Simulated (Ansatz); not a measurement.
Crystal: Ge.

```
Ge
1.0
     1.48805   -2.59469    0.00000
     1.48805    2.59469    0.00000
     0.00000    0.00000    4.72760
Ge
2
Direct
  0.33345 0.66655 0.25000
  0.66655 0.33345 0.75000
```

This isn't the form of Ge at room conditions, which is diamond.

Program: Ansatz 0.2.0. Alike in all runs: potentials or basis Ansatz PAW; no spin polarisation; cell as given; k mesh 5 × 5 × 3; cutoff (eV) 420; smearing fermi-dirac 0.05 eV; the mesh is coarse, so values aren't converged.

Task: Order these runs on this cell by their pressure, lowest first.
A. level B3LYP
B. level HSEsol; points for each segment of the path 4
C. level HSE06; points for each segment of the path 4

Result: B (0.4 GPa), C (2.7 GPa), A (9.7 GPa).

Caveats: all runs use coarse meshes; the PAW data sets come from PBE, with cores solved anew for the run's functional, which leaves a small shift of forces and pressure; the thresholds are loose for stress.
